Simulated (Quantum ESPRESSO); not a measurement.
## W under changes of volume

One of the cells (15.848 Å³/atom); the others are scaled copies at fixed shape and fractional positions:

```
CELL_PARAMETERS angstrom
-1.58234 1.58234 1.58234
1.58234 -1.58234 1.58234
1.58234 1.58234 -1.58234
ATOMIC_POSITIONS crystal
W 0.00000 0.00000 0.00000
```

| Quantity | Value |
| --- | --- |
| Program | Quantum ESPRESSO 7.5 |
| Functional | rev-vdW-DF2 |
| Potentials or basis | PseudoDojo 0.4.1 SR PBE standard |
| Cutoff | 1007 eV |
| Density cutoff | 4027 eV |
| k mesh | 12 × 12 × 12 |
| Occupations | fermi-dirac, width 0.05 eV |
| Spin | no spin polarisation |

```tsv
volume (Å³/atom)	energy over the lowest point (meV/atom)	pressure (GPa)
14.897	71.70	23.5
15.214	33.26	15.5
15.531	9.82	8.3
15.848	0.00	1.7
16.165	2.46	-4.2
16.482	16.03	-9.6
16.798	?	?
```

Task: What does the run at 16.798 Å³/atom give?

Result: Energy over the lowest point 39.67 meV/atom; pressure -14.5 GPa.

Worked out: A Birch-Murnaghan fit of order 3 (a polynomial in V^(-2/3)) to the other rows has its minimum at 15.94 Å³/atom with B0 = V·E''(V) = 303 GPa and B' = 4.0. It gives 39.58 meV/atom at 16.798 Å³/atom, against the run's 39.67, and -dE/dV = -14.3 GPa, against -14.5.

Energies are extrapolated to zero smearing.

Caveats: the potentials were made for another functional, which shifts forces and pressure.
